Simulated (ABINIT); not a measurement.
# InPd (Pm-3m) in ABINIT: a series of runs

One crystal, InPd, is run at these levels: LDA, PBEsol, r2SCAN; tasks: equation of state.

All numbers are computed with ABINIT 10.8.3 (patched build); they aren't measurements. Logs are shortened: lines on timing, memory, paths and dates and some standing lists are left out, and cuts for length are marked. The log counts tension as positive stress, the text compression.

## Step 1: The crystal as given

It takes space group Pm-3m (No. 221, cubic). Conventional cell: a = 3.272 Å, b = 3.272 Å, c = 3.272 Å, α = 90.00°, β = 90.00°, γ = 90.00°. In (site symmetry m-3m) is surrounded by 8 Pd at 2.83 Å. Pd (site symmetry m-3m) is surrounded by 8 In at 2.83 Å.

The cell comes from a database or a generator and needn't be the stable form of this composition.

## Step 2: Equation of state, LDA

File run.abi:

```
# Datasets: one volume each
ndtset 7
getwfk -1
scalecart1 3*0.9795861087
scalecart2 3*0.9864848297
scalecart3 3*0.9932883884
scalecart4 3*1.0000000000
scalecart5 3*1.0066227096
scalecart6 3*1.0131594038
scalecart7 3*1.0196128224

# Pseudopotentials
pp_dirpath "./"
pseudos "In.LDA_PW-JTH.xml, Pd.LDA_PW-JTH.xml"

# Structure
acell 3*1.0 Angstrom
rprim
     3.2718847800     0.0000000000     0.0000000000
     0.0000000000     3.2718847800     0.0000000000
     0.0000000000     0.0000000000     3.2718847800
ntypat 2
znucl 49 46
natom 2
typat 1 2
xred
     0.0000000000     0.0000000000     0.0000000000
     0.5000000000     0.5000000000     0.5000000000

# Plane-wave basis
ecut 22.0
pawecutdg 44.0

# k points
kptopt 1
ngkpt 8 8 8
nshiftk 1
shiftk 0.0 0.0 0.0

# Exchange and correlation
ixc 7

# Bands and occupations
nband 20
occopt 3
tsmear 0.05 eV

# SCF cycle
nstep 100
tolvrs 1.0e-9

# Output
iomode 3
prtwf 1
prtden 0
prteig 0
prtebands 0
enunit 1
```

Potentials or basis: JTH PAW LDA v2.0.

The run is started by

```console
abinit run.abi > log 2>&1
```

run.abo:

```text
.Version 10.8.3 of ABINIT
 DATASET    1 : space group Pm -3 m (#221); Bravais cP (primitive cubic)
================================================================================
 Values of the parameters that define the memory need for DATASET  1.
     intxc =       0    ionmov =       0      iscf =      17    lmnmax =      18
     lnmax =       6     mgfft =      27  mpssoang =       3    mqgrid =    3001
     natom =       2  nloc_mem =       2    nspden =       1   nspinor =       1
    nsppol =       1      nsym =      48    n1xccc =       1    ntypat =       2
    occopt =       3   xclevel =       1
       mpw =        1110          nfft =       19683          nkpt =          35
 PAW method is used; the additional fine FFT grid is defined by:
   mgfftf=        40    nfftf =     64000
================================================================================
================================================================================
[... 71 lines left out ...]
 DATASET    7 : space group Pm -3 m (#221); Bravais cP (primitive cubic)
================================================================================
 Values of the parameters that define the memory need for DATASET  7.
     intxc =       0    ionmov =       0      iscf =      17    lmnmax =      18
     lnmax =       6     mgfft =      30  mpssoang =       3    mqgrid =    3001
     natom =       2  nloc_mem =       2    nspden =       1   nspinor =       1
    nsppol =       1      nsym =      48    n1xccc =       1    ntypat =       2
    occopt =       3   xclevel =       1
       mpw =        1257          nfft =       27000          nkpt =          35
 PAW method is used; the additional fine FFT grid is defined by:
   mgfftf=        40    nfftf =     64000
================================================================================
================================================================================

--------------------------------------------------------------------------------
------------- Echo of variables that govern the present computation ------------
--------------------------------------------------------------------------------
 -outvars: echo values of preprocessed input variables --------
            acell      1.8897261259E+00  1.8897261259E+00  1.8897261259E+00 Bohr
              amu      1.14820000E+02  1.06420000E+02
             ecut      2.20000000E+01 Hartree
           enunit           1
           getwfk          -1
              ixc           7
           jdtset        1    2    3    4    5    6    7
         kptrlatt        8    0    0      0    8    0      0    0    8
          kptrlen1     4.84539820E+01
          kptrlen2     4.87952185E+01
          kptrlen3     4.91317479E+01
          kptrlen4     4.94637292E+01
          kptrlen5     4.97913131E+01
          kptrlen6     5.01146424E+01
          kptrlen7     5.04338525E+01
            natom           2
            nband          20
           ndtset           7
            ngfft1         27      27      27
            ngfft2         27      27      27
            ngfft3         27      27      27
            ngfft4         30      30      30
            ngfft5         30      30      30
            ngfft6         30      30      30
            ngfft7         30      30      30
          ngfftdg          40      40      40
             nkpt          35
            nstep         100
             nsym          48
           ntypat           2
           occopt           3
        pawecutdg      4.40000000E+01 Hartree
           prtden           0
        prtebands           0
           prteig           0
            rprim1     3.2050928798E+00  0.0000000000E+00  0.0000000000E+00
                       0.0000000000E+00  3.2050928798E+00  0.0000000000E+00
                       0.0000000000E+00  0.0000000000E+00  3.2050928798E+00
            rprim2     3.2276647000E+00  0.0000000000E+00  0.0000000000E+00
                       0.0000000000E+00  3.2276647000E+00  0.0000000000E+00
                       0.0000000000E+00  0.0000000000E+00  3.2276647000E+00
            rprim3     3.2499251602E+00  0.0000000000E+00  0.0000000000E+00
                       0.0000000000E+00  3.2499251602E+00  0.0000000000E+00
                       0.0000000000E+00  0.0000000000E+00  3.2499251602E+00
            rprim4     3.2718847800E+00  0.0000000000E+00  0.0000000000E+00
                       0.0000000000E+00  3.2718847800E+00  0.0000000000E+00
                       0.0000000000E+00  0.0000000000E+00  3.2718847800E+00
            rprim5     3.2935535227E+00  0.0000000000E+00  0.0000000000E+00
                       0.0000000000E+00  3.2935535227E+00  0.0000000000E+00
                       0.0000000000E+00  0.0000000000E+00  3.2935535227E+00
            rprim6     3.3149408330E+00  0.0000000000E+00  0.0000000000E+00
                       0.0000000000E+00  3.3149408330E+00  0.0000000000E+00
                       0.0000000000E+00  0.0000000000E+00  3.3149408330E+00
            rprim7     3.3360556751E+00  0.0000000000E+00  0.0000000000E+00
                       0.0000000000E+00  3.3360556751E+00  0.0000000000E+00
                       0.0000000000E+00  0.0000000000E+00  3.3360556751E+00
          spgroup         221
           tolvrs      1.00000000E-09
           tsmear      1.83746611E-03 Hartree
            typat      1  2
           useylm           1
           xangst1     0.0000000000E+00  0.0000000000E+00  0.0000000000E+00
                       1.6025464399E+00  1.6025464399E+00  1.6025464399E+00
           xangst2     0.0000000000E+00  0.0000000000E+00  0.0000000000E+00
                       1.6138323500E+00  1.6138323500E+00  1.6138323500E+00
           xangst3     0.0000000000E+00  0.0000000000E+00  0.0000000000E+00
                       1.6249625801E+00  1.6249625801E+00  1.6249625801E+00
           xangst4     0.0000000000E+00  0.0000000000E+00  0.0000000000E+00
                       1.6359423900E+00  1.6359423900E+00  1.6359423900E+00
           xangst5     0.0000000000E+00  0.0000000000E+00  0.0000000000E+00
                       1.6467767614E+00  1.6467767614E+00  1.6467767614E+00
           xangst6     0.0000000000E+00  0.0000000000E+00  0.0000000000E+00
                       1.6574704165E+00  1.6574704165E+00  1.6574704165E+00
           xangst7     0.0000000000E+00  0.0000000000E+00  0.0000000000E+00
                       1.6680278376E+00  1.6680278376E+00  1.6680278376E+00
            xcart1     0.0000000000E+00  0.0000000000E+00  0.0000000000E+00
                       3.0283738754E+00  3.0283738754E+00  3.0283738754E+00
            xcart2     0.0000000000E+00  0.0000000000E+00  0.0000000000E+00
                       3.0497011546E+00  3.0497011546E+00  3.0497011546E+00
            xcart3     0.0000000000E+00  0.0000000000E+00  0.0000000000E+00
                       3.0707342412E+00  3.0707342412E+00  3.0707342412E+00
            xcart4     0.0000000000E+00  0.0000000000E+00  0.0000000000E+00
                       3.0914830749E+00  3.0914830749E+00  3.0914830749E+00
            xcart5     0.0000000000E+00  0.0000000000E+00  0.0000000000E+00
                       3.1119570695E+00  3.1119570695E+00  3.1119570695E+00
            xcart6     0.0000000000E+00  0.0000000000E+00  0.0000000000E+00
                       3.1321651490E+00  3.1321651490E+00  3.1321651490E+00
            xcart7     0.0000000000E+00  0.0000000000E+00  0.0000000000E+00
                       3.1521157834E+00  3.1521157834E+00  3.1521157834E+00
             xred      0.0000000000E+00  0.0000000000E+00  0.0000000000E+00
                       5.0000000000E-01  5.0000000000E-01  5.0000000000E-01
            znucl       49.00000   46.00000

================================================================================

 chkinp: Checking input parameters for consistency, jdtset=   1.

 chkinp: Checking input parameters for consistency, jdtset=   2.
[... 43 lines left out ...]
 getcut : COMMENT -
  Note that boxcut > 2.2 ; recall that boxcut=Gcut(box)/Gcut(sphere) = 2
  is sufficient for exact treatment of convolution.
  Such a large boxcut is a waste : you could raise ecut
  e.g. ecut=   53.808485 Hartrees makes boxcut=2

--- Pseudopotential description ------------------------------------------------
- pspini: atom type   1  psp file is ./In.LDA_PW-JTH.xml
 Pseudopotential format is: paw10
 basis_size (lnmax)=  6 (lmn_size= 18), orbitals=   0   0   1   1   2   2
 Spheres core radius: rc_sph= 2.50644782
 Shapefunction is BESSEL type: shapef(r,l)=aa(1,l)*jl(q(1,l)*r)+aa(2,l)*jl(q(2,l)*r)
 Radius for shape functions =  1.40569481
 Compensation charge density is not taken into account in XC energy/potential

- pspini: atom type   2  psp file is ./Pd.LDA_PW-JTH.xml
 Pseudopotential format is: paw10
 basis_size (lnmax)=  6 (lmn_size= 18), orbitals=   0   0   1   1   2   2
 Spheres core radius: rc_sph= 2.51164926
 Shapefunction is SIN type: shapef(r)=[sin(pi*r/rshp)/(pi*r/rshp)]**2
 Radius for shape functions =  2.51164926
 Compensation charge density is not taken into account in XC energy/potential

   2.15859013E+03                                ecore*ucvol(ha*bohr**3)
--------------------------------------------------------------------------------

================================================================================

--- !BeginCycle
iteration_state: {dtset: 1, }
solver: {iscf: 17, nstep: 100, nline: 4, wfoptalg: 10, }
tolerances: {tolvrs: 1.00E-09, }
...
[... 1311 lines left out ...]
-Cartesian components of stress tensor (GPa)         [Pressure= -1.2211E+01 GPa]
- sigma(1 1)=  1.22107031E+01  sigma(3 2)=  0.00000000E+00
- sigma(2 2)=  1.22107031E+01  sigma(3 1)=  0.00000000E+00
- sigma(3 3)=  1.22107031E+01  sigma(2 1)=  0.00000000E+00

== END DATASET(S) ==============================================================
================================================================================

 -outvars: echo values of variables after computation  --------
            acell      1.8897261259E+00  1.8897261259E+00  1.8897261259E+00 Bohr
           etotal1    -1.8729427310E+02
           etotal2    -1.8729424226E+02
           etotal3    -1.8729372479E+02
           etotal4    -1.8729278897E+02
           etotal5    -1.8729149423E+02
           etotal6    -1.8728989670E+02
           etotal7    -1.8728805677E+02
            fcart1    -0.0000000000E+00 -0.0000000000E+00 -0.0000000000E+00
                      -0.0000000000E+00 -0.0000000000E+00 -0.0000000000E+00
            fcart2    -0.0000000000E+00 -0.0000000000E+00 -0.0000000000E+00
                      -0.0000000000E+00 -0.0000000000E+00 -0.0000000000E+00
            fcart3    -0.0000000000E+00 -0.0000000000E+00 -0.0000000000E+00
                      -0.0000000000E+00 -0.0000000000E+00 -0.0000000000E+00
            fcart4    -0.0000000000E+00 -0.0000000000E+00 -0.0000000000E+00
                      -0.0000000000E+00 -0.0000000000E+00 -0.0000000000E+00
            fcart5    -0.0000000000E+00 -0.0000000000E+00 -0.0000000000E+00
                      -0.0000000000E+00 -0.0000000000E+00 -0.0000000000E+00
[... 38 lines left out ...]
                       0.0000000000E+00  0.0000000000E+00  0.0000000000E+00
           xangst1     0.0000000000E+00  0.0000000000E+00  0.0000000000E+00
                       1.6025464399E+00  1.6025464399E+00  1.6025464399E+00
           xangst2     0.0000000000E+00  0.0000000000E+00  0.0000000000E+00
                       1.6138323500E+00  1.6138323500E+00  1.6138323500E+00
           xangst3     0.0000000000E+00  0.0000000000E+00  0.0000000000E+00
                       1.6249625801E+00  1.6249625801E+00  1.6249625801E+00
           xangst4     0.0000000000E+00  0.0000000000E+00  0.0000000000E+00
                       1.6359423900E+00  1.6359423900E+00  1.6359423900E+00
           xangst5     0.0000000000E+00  0.0000000000E+00  0.0000000000E+00
                       1.6467767614E+00  1.6467767614E+00  1.6467767614E+00
           xangst6     0.0000000000E+00  0.0000000000E+00  0.0000000000E+00
                       1.6574704165E+00  1.6574704165E+00  1.6574704165E+00
           xangst7     0.0000000000E+00  0.0000000000E+00  0.0000000000E+00
                       1.6680278376E+00  1.6680278376E+00  1.6680278376E+00
             xred      0.0000000000E+00  0.0000000000E+00  0.0000000000E+00
                       5.0000000000E-01  5.0000000000E-01  5.0000000000E-01
 Calculation completed.
```

It took 3.6 min on 1 thread of Arm Neoverse V2, shared host; peak memory 0.14 GiB.

Results:

| Quantity | Value |
| --- | --- |
| Equilibrium volume | 16.62 Å³/atom |
| Bulk modulus | 158 GPa |
| Pressure derivative of the bulk modulus | 6.5 (rough: it moves with the points fitted) |

Energy against volume, from the lowest point:
```
volume (Å³/atom)  energy (meV/atom)
          16.462               0.00
          16.813               0.42
          17.163               7.46
          17.513              20.19
          17.863              37.81
          18.214              59.54
          18.564              84.58
```

Caveat: pressures at fixed basis lie under the slope of the energies.

[end of part 1 of 2]
